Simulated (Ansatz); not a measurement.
## SnO$_{2}$: strain energy, fitted

SnO$_{2}$, P4_2/mnm, a = 4.759 Å, c = 3.201 Å. Ansatz: r2SCAN, PAW, 500 eV, Γ-centred 6×6×8 mesh on 6 atoms, Gaussian smearing 0.02 eV; no spin polarisation. Series: biaxial strain in the a-b plane, c and atoms relaxed; x is the strain in per cent. y is the free energy over the unstrained cell, V0 = 12.085 Å³/atom.

| x (%) | y (meV/atom) |
| --- | --- |
| -4.5 | ? |
| -3.0 | 23.46 |
| -1.5 | 5.77 |
| 0.0 | 0.00 |
| 1.5 | 5.19 |
| 3.0 | 20.20 |
| 4.5 | 43.71 |

Fit y = c2 x² + c3 x³ to the other rows, turn c2 into a modulus, and predict the missing energy.

Least squares on the rows shown. y = 2.4277 x² − 0.059958 x³. In eV per unit strain² c2 is 24.28; M is the biaxial modulus (E = M V0 ε²): 24.28 × 160.2 / (12.085) = 322 GPa. The unstrained cell keeps some stress along the strain, worth a slope of -0.07 meV/atom per %, which the form leaves out. At x = -4.5 the fit asked for gives 54.62 meV/atom. The run gave 53.86 meV/atom, so the fit is 0.76 meV/atom too high, 1.4 % of the span of the series, against an rms of 0.06 meV/atom on the fitted rows. The row lies outside the fitted range. With a term in x⁴ added, a fit to the same known rows predicts 54.74 meV/atom, no real gain.